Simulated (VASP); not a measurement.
Here is a VASP 6.6.1 calculation.

File INCAR:

```
PREC     = Accurate       # precision mode
ENCUT    = 520            # plane-wave cutoff, eV
EDIFF    = 1E-6           # SCF threshold, eV
ISMEAR   = 0              # smearing method
SIGMA    = 0.01           # smearing width, eV
LREAL    = False          # projectors in reciprocal space
LASPH    = True           # aspherical terms in the spheres
NELM     = 100            # most SCF steps
ALGO     = Fast           # electronic algorithm
ISIF     = 2              # what is computed and relaxed
LWAVE    = False          # write WAVECAR
LCHARG   = True           # write CHGCAR
GGA      = PE             # functional
LELF     = True           # ELF
LVHAR    = True         
NBANDS   = 50             # bands
```

File KPOINTS:

```
Automatic mesh
0
Gamma
  2 6 6
```

The input POSCAR:

```
GeS
1.0
   10.6078054202      0.0000000000      0.0000000000
    0.0000000000      3.6081036216      0.0000000000
    0.0000000000      0.0000000000      4.4223352564
Ge S
4 4
Direct
    0.1250788433      0.2500000000      0.1282278303
    0.3749211567      0.7500000000      0.6282278303
    0.6250788433      0.2500000000      0.3717721697
    0.8749211567      0.7500000000      0.8717721697
    0.8472275933      0.2500000000      0.5118733973
    0.6527724067      0.7500000000      0.0118733973
    0.3472275933      0.2500000000      0.9881266027
    0.1527724067      0.7500000000      0.4881266027
```

Potentials or basis: VASP PAW PBE potentials, release 64 (Ge_d, S).

Launch:

```bash
$ cat potpaw_PBE.64/Ge_d/POTCAR potpaw_PBE.64/S/POTCAR > POTCAR
$ mpirun -np 1 vasp_std > vasp.out
```

Q: Estimate the pressure.

A: 2.3 GPa.

Q: Estimate the band gap on the k mesh.

A: 1.10 eV, direct.

Stress tensor (GPa, compression positive):
```
2.18 0.00 0.00
0.00 2.68 0.00
0.00 0.00 2.15
```

A k mesh can miss the band edges.
